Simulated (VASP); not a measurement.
Set up this calculation in VASP 6.6.1, as the native input.

```
Task                   : relaxation of the atoms
Functional             : LDA
Potentials or basis    : VASP PAW LDA potentials, release 64 (Be, Se)
Cutoff                 : 600 eV
k mesh                 : 10 × 10 × 10
Occupations            : gaussian, width 0.03 eV
Spin                   : no spin polarisation
Further INCAR settings : ALGO = Fast; EDIFF = 1e-07; IBRION = 2; EDIFFG = -0.01; NSW = 40
```

The structure of BeSe lies in POSCAR:

```
BeSe                                    
1.0
    0.0000000000      2.5936040384      2.5936040384
    2.5936040384      0.0000000000      2.5936040384
    2.5936040384      2.5936040384      0.0000000000
  Be              Se            
     1     1
Direct
     0.0000000000000000    0.0000000000000000    0.0000000000000000
     0.2500000000000000    0.2500000000000000    0.2500000000000000
```

The cell isn't the ideal one: a relaxed cell with its volume scaled by 1.06.

The input as run:

INCAR

```
PREC = Accurate ; ENCUT = 600
EDIFF = 1E-7 ; ISMEAR = 0
SIGMA = 0.03 ; LREAL = False
LASPH = True ; NELM = 80
ALGO = Fast ; ISIF = 2
LWAVE = False ; LCHARG = False
GGA = CA ; IBRION = 2
NSW = 40 ; EDIFFG = -0.01
```

KPOINTS

```
regular mesh
0
Gamma
  10 10 10
```

Potentials or basis: VASP PAW LDA potentials, release 64 (Be, Se).

Run with:

```sh
$ cat potpaw_LDA.64/Be/POTCAR potpaw_LDA.64/Se/POTCAR > POTCAR
$ mpirun -np 1 vasp_std > vasp.out
```

Results of the run:

```
Pressure after relaxing : -4.4 GPa
Band gap on the k mesh  : 2.52 eV, indirect (least direct gap 4.01 eV)
```

Caveat: the relaxation stopped at its first step, so nothing moved.

Run time: 11 s on 1 thread of Intel(R) Xeon(R) 6975P-C (Granite Rapids) (shared host), peak memory 0.15 GiB.
